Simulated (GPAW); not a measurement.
# Ir (Fm-3m) in GPAW: further runs

Runs on Ir. Level: r2SCAN. Tasks: band structure.

All numbers are computed with GPAW 26.7.0; they aren't measurements. Logs are shortened: lines on timing, memory, paths and dates and some standing lists are left out, and cuts for length are marked. The log counts tension as positive stress, the text compression.

### 1 The crystal as given

Symmetry: Fm-3m, No. 225, cubic system. The conventional cell has a = 3.831 Å, b = 3.831 Å, c = 3.831 Å, α = 90.00°, β = 90.00°, γ = 90.00°. Ir (site symmetry m-3m) is surrounded by 12 Ir at 2.71 Å.

### 2 Band structure, r2SCAN

Contents of run.py:

```python
from ase.dft.bandgap import bandgap
from ase.io import read, write
from ase.units import GPa
from gpaw import GPAW, PW

atoms = read('Ir.xyz')

calc = GPAW(mode=PW(600),
            xc='MGGA_X_R2SCAN+MGGA_C_R2SCAN',
            kpts={'size': (12, 12, 12), 'gamma': True},
            occupations={'name': 'fermi-dirac', 'width': 0.05},
            nbands=16,
            convergence={'density': 1e-05, 'energy': 1e-05},
            maxiter=150,
            txt='gpaw.txt')
atoms.calc = calc
energy = atoms.get_potential_energy()
forces = atoms.get_forces()
stress = atoms.get_stress()
calc.write('gs.gpw')
write('result.traj', atoms)
print(f'Energy: {energy:.6f} eV')
print('Forces (eV/A):')
print(forces.round(4))
print('Stress (GPa):', (stress / GPa).round(3))
print('Fermi level:', round(calc.get_fermi_level(), 4), 'eV')
print(f'Gap: {bandgap(calc)[0]:.4f} eV, direct: {bandgap(calc, direct=True)[0]:.4f} eV')

path = atoms.cell.bandpath('GXWKGLUWLK,UX', npoints=60, eps=1e-4)
bs_calc = calc.fixed_density(kpts=path, symmetry='off', nbands=24,
                             convergence={'bands': 'CBM+6.0', 'eigenstates': 1e-6}, txt='bands.txt')
bs = bs_calc.band_structure()
bs.write('bs.json')
print(f'Gap on the path: {bandgap(bs_calc)[0]:.4f} eV')
```

Contents of Ir.xyz:

```xyz
1
Lattice="0.0000000000 1.9156000000 1.9156000000 1.9156000000 0.0000000000 1.9156000000 1.9156000000 1.9156000000 0.0000000000" Properties=species:S:1:pos:R:3 pbc="T T T"
Ir     0.0000000000      0.0000000000      0.0000000000
```

Potentials or basis: GPAW PAW data sets (gpaw-data 1.2.1), pw.

The run is started by

```
$ OMP_NUM_THREADS=1 python run.py
```

gpaw.txt:

```text
__  _  _
 | _ |_)|_||  |
 |__||  | ||/\| - 26.7.0

Input parameters:
  mode=PW(ecut=600.0),
  convergence={'density': 1e-05, 'energy': 1e-05},
  kpts=MonkhorstPack(size=(12, 12, 12), gamma=True),
  maxiter=150,
  nbands=16,
  occupations=Occupations(name='fermi-dirac', width=0.05),
  xc=XC(name='MGGA_X_R2SCAN+MGGA_C_R2SCAN')

Diagonalizing LCAO Hamiltonian
Converting LCAO to pw mode

       Ir

Atoms  # Å, Bohr magnetons
|   | symbol |        x |        y |        z |    initial magnetic moments |
|---|--------|----------|----------|----------|-----------------------------|
| 0 |     Ir | 0.000000 | 0.000000 | 0.000000 | ( 0.0000,  0.0000,  0.0000) |

Unit cell  # Å
| periodic |        x |        y |        z |  lengths |    angles |
|----------|----------|----------|----------|----------|-----------|
|      yes | 0.000000 | 1.915600 | 1.915600 | 2.709068 | 60.000000 |
|      yes | 1.915600 | 0.000000 | 1.915600 | 2.709068 | 60.000000 |
|      yes | 1.915600 | 1.915600 | 0.000000 | 2.709068 | 60.000000 |

Number of symmetries: 48
Symmetry operations  # r_c * U_cc + t_c -> r_c
|    | kind |            matrix            |
|----|------|------------------------------|
|  0 |  σ   |  1, 0, 0,  1, 0,-1,  1,-1, 0 |
|  1 |  C2  |  1, 0, 0,  1,-1, 0,  1, 0,-1 |
|  2 |  E   |  1, 0, 0,  0, 1, 0,  0, 0, 1 |
|  3 |  σ   |  1, 0, 0,  0, 0, 1,  0, 1, 0 |
|  4 |  C4  |  1, 0,-1,  1, 0, 0,  1,-1, 0 |
|  5 |  S6  |  1, 0,-1,  1,-1, 0,  1, 0, 0 |
|  6 |  σ   |  1, 0,-1,  0, 1,-1,  0, 0,-1 |
|  7 |  C3  |  1, 0,-1,  0, 0,-1,  0, 1,-1 |
|  8 |  S6  |  1,-1, 0,  1, 0, 0,  1, 0,-1 |
|  9 |  C4  |  1,-1, 0,  1, 0,-1,  1, 0, 0 |
| 10 |  C3  |  1,-1, 0,  0,-1, 1,  0,-1, 0 |
| 11 |  σ   |  1,-1, 0,  0,-1, 0,  0,-1, 1 |
| 12 |  σ   |  0, 1, 0,  1, 0, 0,  0, 0, 1 |
| 13 |  C4  |  0, 1, 0,  0, 1,-1, -1, 1, 0 |
| 14 |  C3  |  0, 1, 0,  0, 0, 1,  1, 0, 0 |
| 15 |  S6  |  0, 1, 0, -1, 1, 0,  0, 1,-1 |
| 16 |  C2  |  0, 1,-1,  1, 0,-1,  0, 0,-1 |
| 17 |  σ   |  0, 1,-1,  0, 1, 0, -1, 1, 0 |
| 18 |  S4  |  0, 1,-1,  0, 0,-1,  1, 0,-1 |
| 19 |  C4  |  0, 1,-1, -1, 1, 0,  0, 1, 0 |
| 20 |  C3  |  0, 0, 1,  1, 0, 0,  0, 1, 0 |
| 21 |  σ   |  0, 0, 1,  0, 1, 0,  1, 0, 0 |
| 22 |  S6  |  0, 0, 1,  0,-1, 1, -1, 0, 1 |
| 23 |  C4  |  0, 0, 1, -1, 0, 1,  0,-1, 1 |
| 24 |  S4  |  0, 0,-1,  1, 0,-1,  0, 1,-1 |
| 25 |  C3  |  0, 0,-1,  0, 1,-1,  1, 0,-1 |
| 26 |  C2  |  0, 0,-1,  0,-1, 0, -1, 0, 0 |
| 27 |  S6  |  0, 0,-1, -1, 0, 0,  0,-1, 0 |
| 28 |  S4  |  0,-1, 1,  1,-1, 0,  0,-1, 0 |
| 29 |  C4  |  0,-1, 1,  0, 0, 1, -1, 0, 1 |
| 30 |  C2  |  0,-1, 1,  0,-1, 0,  1,-1, 0 |
| 31 |  σ   |  0,-1, 1, -1, 0, 1,  0, 0, 1 |
| 32 |  C3  |  0,-1, 0,  1,-1, 0,  0,-1, 1 |
| 33 |  S6  |  0,-1, 0,  0, 0,-1, -1, 0, 0 |
| 34 |  S4  |  0,-1, 0,  0,-1, 1,  1,-1, 0 |
| 35 |  C2  |  0,-1, 0, -1, 0, 0,  0, 0,-1 |
| 36 |  C2  | -1, 1, 0,  0, 1, 0,  0, 1,-1 |
| 37 |  S6  | -1, 1, 0,  0, 1,-1,  0, 1, 0 |
| 38 |  S4  | -1, 1, 0, -1, 0, 1, -1, 0, 0 |
| 39 |  C3  | -1, 1, 0, -1, 0, 0, -1, 0, 1 |
| 40 |  S6  | -1, 0, 1,  0, 0, 1,  0,-1, 1 |
| 41 |  C2  | -1, 0, 1,  0,-1, 1,  0, 0, 1 |
| 42 |  C3  | -1, 0, 1, -1, 1, 0, -1, 0, 0 |
| 43 |  S4  | -1, 0, 1, -1, 0, 0, -1, 1, 0 |
| 44 |  C2  | -1, 0, 0,  0, 0,-1,  0,-1, 0 |
| 45 |  i   | -1, 0, 0,  0,-1, 0,  0, 0,-1 |
| 46 |  σ   | -1, 0, 0, -1, 1, 0, -1, 0, 1 |
| 47 |  C2  | -1, 0, 0, -1, 0, 1, -1, 1, 0 |

BZ-sampling:
  Number of BZ points: 1728
  Number of IBZ points: 72

  Monkhorst-Pack size: [12, 12, 12]
  Monkhorst-Pack shift: [0.041666666666666664, 0.041666666666666664, 0.041666666666666664]

K-points  # in reciprocal-cell coordinates
|     |                                coordinates |     weight |
|-----|--------------------------------------------|------------|
|   0 | ( -0.00000000,  -0.00000000,  -0.00000000) | 0.00057870 |
|   1 | (  0.08333333,   0.08333333,  -0.00000000) | 0.00347222 |
|   2 | (  0.08333333,   0.08333333,   0.08333333) | 0.00462963 |
|   3 | (  0.16666667,   0.08333333,   0.08333333) | 0.00694444 |
|   4 | (  0.16666667,   0.16666667,  -0.00000000) | 0.00347222 |
|   5 | (  0.16666667,   0.16666667,   0.08333333) | 0.01388889 |
|   6 | (  0.16666667,   0.16666667,   0.16666667) | 0.00462963 |
|   7 | (  0.25000000,   0.16666667,   0.08333333) | 0.01388889 |
|   8 | (  0.25000000,   0.16666667,   0.16666667) | 0.01388889 |
|   9 | (  0.25000000,   0.25000000,  -0.00000000) | 0.00347222 |
| ... |                                            |            |
|  71 | (  0.50000000,   0.50000000,   0.50000000) | 0.00231481 |

Plane wave coefficients: 495
Cutoff: 600.0 eV

Spin-components: 1 (collinear spins)
Bands:           16
Projectors:      6
Spin-degeneracy: 2
Datatype:        complex128

Parallelization:
  kpt:    1
  domain: 1
  band:   1

Density:
  Valence electrons: 15.0
  Components: 1
  Grid points: [16 16 16]
  Charge: 0.0  # |e|

Potential:
  Grid points: [16 16 16]

species:
  Ir:
    name:    Iridium
    Z:       77.0
    valence: 15
    core:    62
    charge:  0.0  # [|e|]
    compensation charges:
      type: gauss
      rc: 0.40  # [Å]
      lmax: 2
    cutoffs:
      filter: 2.40  # [Å]
      core: 2.36  # [Å]
    projectors
    | kind |    occ | energy [eV] | rcut [Å] |
    |------|--------|-------------|----------|
    |   6s |  2.000 |      -6.307 |    1.296 |
    |   5p |  6.000 |     -54.741 |    1.328 |
    |   6p |  0.000 |      -1.224 |    1.328 |
    |   5d |  7.000 |      -7.169 |    1.286 |
    |    s |        |      20.905 |    1.296 |
    |    d |        |      20.043 |    1.286 |

    Using partial waves for Ir as LCAO basis

Reference energy: -484484.849336  # eV

eigensolver:
  PPCG
  Converge bands: occupied
  niter=2

density mixing:
  MSR1-Mixer
  Pratt-step length: 0.05
  Maximum mixing coefficient: 0.75
  Old densities: 10
  SVD Regularization: 0.005
  Good broyden scale: 1.0
  Trust region scale: 1.0
  Backstep threshold: 4.0
  History deletion threshold: 6.0
  Fourier metric: weight=20.0, sigma=0.015

occupation numbers:
  Fermi-Dirac:
    width: 0.0500  # eV

poisson solver:
  ecut: 4800.0  # eV

xc functional:
  name: MGGA_X_R2SCAN+MGGA_C_R2SCAN with 2 nearest neighbor stencil

convergence criteria:
- Maximum integral of absolute [dens]ity change: 1e-05 electrons / valence electron
- Maximum [total energy] change in last 3 cyles: 1e-05 eV / valence electron
- Maximum integral of absolute [eigenst]ate change: 4e-08 eV^2 / valence electron
maximum number of iterations: 150

SCF iterations
|iter     | |      energy | eigst |  dens |
|---------|-|-------------|-------|-------|
|iter:   1| |  -26.713281 | +0.14 |       |
|iter:   2| |  -24.394702 | -1.43 | -1.49 |
|iter:   3| |  -24.402429 | -3.14 | -1.63 |
|iter:   4| |  -24.418524 | -2.73 | -1.77 |
|iter:   5| |  -24.437211 | -2.87 | -2.15 |
|iter:   6| |  -24.436769 | -3.96 | -2.20 |
|iter:   7| |  -24.434895 | -4.08 | -2.34 |
|iter:   8| |  -24.434914 | -5.27 | -3.05 |
|iter:   9| |  -24.434930c| -5.52 | -3.38 |
|iter:  10| |  -24.434930c| -7.81c| -4.42 |
|iter:  11| |  -24.434930c| -7.96c| -5.10c|

Converged in 11 steps
Energy contributions relative to reference atoms: (reference = -484484.849336)

Energy contributions:
  Kinetic:          12.950086
  Coulomb:         -11.775092
  Zero:             -0.212587
  External:          0.000000
  Xc:              -25.395067
  Entropy:          -0.004540
  Spinorbit:         0.000000
  ----------------------------
  Free energy:     -24.437200
  Extrapolated:    -24.434930

dipole moment: (-13.863336, -13.863336, -13.863336)  # |e|*Ang

Fermi level: 14.848
Eigenvalues  # (at kpt = [-0.000, -0.000, -0.000])
| band index |      eig [eV] | occ [0-2] |
|------------|---------------|-----------|
|          0 |       -36.040 |     2.000 |
|          1 |       -36.040 |     2.000 |
|          2 |       -36.040 |     2.000 |
|          3 |         3.296 |     2.000 |
|          4 |        10.785 |     2.000 |
|          5 |        10.785 |     2.000 |
|          6 |        10.785 |     2.000 |
|          7 |        13.516 |     2.000 |
|          8 |        13.516 |     2.000 |
|          9 |        29.607 |     0.000 |
|         10 |        35.540 |     0.000 |
|         11 |        35.540 |     0.000 |
|         12 |        35.540 |     0.000 |
|         13 |        41.073 |     0.000 |
|         14 |        50.166 |     0.000 |
|         15 |        50.166 |     0.000 |

No gap
No difference between direct/indirect transitions

Forces  # eV/Ang
|       x |        y |        z |
|---------|----------|----------|
| 0.00000 | -0.00000 | -0.00000 |  # Ir   0

Stress tensor  # eV/Ang^3
|         x |         y |         z |
|-----------|-----------|-----------|
| -0.027397 |  0.000000 |  0.000000 |
|  0.000000 | -0.027397 |  0.000000 |
|  0.000000 |  0.000000 | -0.027397 |

# Writing to gs.gpw (mode='')
```

stdout:

```text
Energy: -24.434930 eV
Forces (eV/A):
[[ 0. -0. -0.]]
Stress (GPa): [-4.39 -4.39 -4.39  0.    0.    0.  ]
Fermi level: 14.8485 eV
Gap: 0.0000 eV, direct: 0.0000 eV
Gap on the path: 0.0000 eV
```

Run time: 33 s. Hardware: 1 thread of Arm Neoverse V2, shared host; peak memory 0.27 GiB.

What came out:

- Free energy: -24.4372 eV
- Pressure: 4.4 GPa
- Band gap along the path: none (metal or under the smearing width)

Levels at the corners of the path, in eV from the Fermi level:
| point | band 4 | band 5 | band 6 | band 7 | band 8 | band 9 |
| --- | --- | --- | --- | --- | --- | --- |
| Γ | -11.55 | -4.06 | -4.06 | -4.06 | -1.33 | -1.33 |
| X | -8.27 | -7.69 | 0.82 | 1.56 | 1.56 | 1.77 |
| W | -6.56 | -5.10 | -5.10 | -1.95 | 1.57 | 8.77 |
| K | -7.27 | -6.26 | -3.02 | -1.01 | 0.65 | 6.76 |
| Γ | -11.55 | -4.06 | -4.06 | -4.06 | -1.33 | -1.33 |
| L | -8.45 | -4.22 | -4.22 | -0.72 | 0.92 | 0.92 |
| U | -7.27 | -6.26 | -3.02 | -1.01 | 0.65 | 6.76 |
| W | -6.56 | -5.10 | -5.10 | -1.95 | 1.57 | 8.77 |
| L | -8.45 | -4.22 | -4.22 | -0.72 | 0.92 | 0.92 |
| K | -7.27 | -6.26 | -3.02 | -1.01 | 0.65 | 6.76 |
| U | -7.27 | -6.26 | -3.02 | -1.01 | 0.65 | 6.76 |
| X | -8.27 | -7.69 | 0.82 | 1.56 | 1.56 | 1.77 |

Caveat: the PAW data sets were made with another functional, which shifts forces and pressure a little; spin-orbit coupling is left out, which moves the levels of the heavy elements.

### 3 Band structure, r2SCAN, spin-orbit coupling, no magnetisation

Changes to run.py since step 2:

```diff
@@ -1,7 +1,15 @@
+import numpy as np
+from ase import Atoms
 from ase.dft.bandgap import bandgap
-from ase.io import read, write
+from ase.io import write
 from ase.units import GPa
 from gpaw import GPAW, PW
+from gpaw.spinorbit import soc_eigenstates
 
-atoms = read('Ir.xyz')
+atoms = Atoms(['Ir'],
+              cell=[[0.0, 1.9156, 1.9156],
+                    [1.9156, 0.0, 1.9156],
+                    [1.9156, 1.9156, 0.0]],
+              scaled_positions=[[0.0, 0.0, 0.0]],
+              pbc=True)
 
@@ -9,3 +17,3 @@
             xc='MGGA_X_R2SCAN+MGGA_C_R2SCAN',
-            kpts={'size': (12, 12, 12), 'gamma': True},
+            kpts={'size': (9, 9, 9), 'gamma': True},
             occupations={'name': 'fermi-dirac', 'width': 0.05},
@@ -28,3 +36,3 @@
 
-path = atoms.cell.bandpath('GXWKGLUWLK,UX', npoints=60, eps=1e-4)
+path = atoms.cell.bandpath('GXWKGLUWLK,UX', npoints=80, eps=1e-4)
 bs_calc = calc.fixed_density(kpts=path, symmetry='off', nbands=24,
@@ -34 +42,7 @@
 print(f'Gap on the path: {bandgap(bs_calc)[0]:.4f} eV')
+
+soc = soc_eigenstates(bs_calc, theta=0, phi=0, ignore_xc_potential=True)
+np.savetxt('soc_bands.dat', soc.eigenvalues(), fmt='%.4f')
+mesh = soc_eigenstates('gs.gpw', theta=0, phi=0, ignore_xc_potential=True)
+np.savetxt('soc_mesh.dat', mesh.eigenvalues(), fmt='%.4f')
+print('Fermi level with spin-orbit coupling:', round(mesh.fermi_level, 4), 'eV')
```

Potentials or basis: GPAW PAW data sets (gpaw-data 1.2.1), pw.

The run is started by

```
$ OMP_NUM_THREADS=1 python run.py
```

Run time: 25 s. Hardware: 1 thread of Arm Neoverse V2, shared host; peak memory 0.3 GiB.

It converged, with:

```
Free energy             : -24.4373 eV
Pressure                : 4.3 GPa
Band gap along the path : none (metal or under the smearing width)
```

Levels at the corners of the path, in eV from the Fermi level:
```tsv
point	band 10	band 11	band 12	band 13	band 14	band 15	band 16	band 17	band 18
Γ	-4.40	-4.40	-4.40	-3.53	-3.53	-1.14	-1.14	-1.14	-1.14
X	-7.67	0.70	0.70	1.24	1.24	1.81	1.85	2.18	2.18
W	-5.10	-5.09	-5.09	-1.81	-1.81	1.63	1.63	8.80	8.80
K	-6.22	-3.04	-3.04	-0.94	-0.94	0.78	0.78	6.77	6.77
Γ	-4.40	-4.40	-4.40	-3.53	-3.53	-1.14	-1.14	-1.14	-1.14
L	-4.65	-3.75	-3.75	-0.55	-0.55	0.67	0.67	1.30	1.30
U	-6.22	-3.04	-3.04	-0.94	-0.94	0.78	0.78	6.77	6.77
W	-5.10	-5.09	-5.09	-1.81	-1.81	1.63	1.63	8.80	8.80
L	-4.65	-3.75	-3.75	-0.55	-0.55	0.67	0.67	1.30	1.30
K	-6.22	-3.04	-3.04	-0.94	-0.94	0.78	0.78	6.77	6.77
U	-6.22	-3.04	-3.04	-0.94	-0.94	0.78	0.78	6.77	6.77
X	-7.67	0.70	0.70	1.24	1.24	1.81	1.85	2.18	2.18
```

Caveat: spin-orbit coupling was added after a scalar SCF, so levels and gaps hold it while energy, forces, pressure and moments don't; this program's spin-orbit splittings come out too wide for heavy elements; the PAW data sets were made with another functional, which shifts forces and pressure a little.
